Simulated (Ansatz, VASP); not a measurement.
# Two plane-wave programs on GaSb

The input INCAR:

```
SYSTEM = GaSb
  PREC = Accurate
  ENCUT = 520
  EDIFF = 1E-7
  ISMEAR = 0
  SIGMA = 0.15
  LREAL = .False.
  LASPH = .True.
  NELM = 100
  ALGO = Normal
  ISIF = 2
  LWAVE = .False.
  LCHARG = .False.
  GGA = PE
  NBANDS = 16
```

File KPOINTS:

```
Automatic mesh
0
Gamma
  16 16 16
  0 0 0
```

File POSCAR:

```
GaSb
1.0
    0.0000000000      3.1069206316      3.1069206316
    3.3399396790      0.0000000000      3.1069206316
    3.3399396790      3.1069206316      0.0000000000
Ga Sb
1 1
Direct
    0.0000000000      0.0000000000      0.0000000000
    0.7500000000      0.7500000000      0.7500000000
```

Input for Ansatz:

```yaml
crystal:
  lattice:
    - [0.0, 3.1069206316, 3.1069206316]
    - [3.339939679, 0.0, 3.1069206316]
    - [3.339939679, 3.1069206316, 0.0]
  atoms:
    - { symbol: Ga, position: [0.0, 0.0, 0.0] }
    - { symbol: Sb, position: [0.75, 0.75, 0.75] }
basis:
  ecutwfc: 420
kpoints:
  mp_grid: { grid: [16, 16, 16] }
hamiltonian:
  xc: pbe
scf:
  occupations: { method: gaussian, width: 0.15 }
output:
  forces: true
  stress: true
  eigenvalues: true
```

Change from the starting cell: strain +0.0750 x Voigt [1, 0, 0, 0, 0, 0], atoms carried along.

Alike in both runs: task single point; functional PBE; k mesh 16 × 16 × 16; occupations gaussian, width 0.15 eV; no spin polarisation.

```csv
,VASP,Ansatz
version,VASP 6.6.1,Ansatz 0.2.0
potentials or method,"VASP PAW PBE potentials, release 64 (Ga_d, Sb)","scalar-relativistic, plane waves, PAW"
plane-wave cutoff (eV),520,420
valence electrons in the cell,18,28
```

```csv
,VASP,Ansatz,Ansatz less VASP
gap on the k mesh at the Fermi level (eV),none,none,-
pressure (GPa),-2.7,-2.7,-0.05
largest component of the traceless stress (GPa),2.09,2.09,+0.004
```

A gap of «none» marks a metal or a gap that the smearing closes. The two sets of potentials don't hold the same shells in valence.

The runs have no spin-orbit coupling, so splittings on Sb are missing.
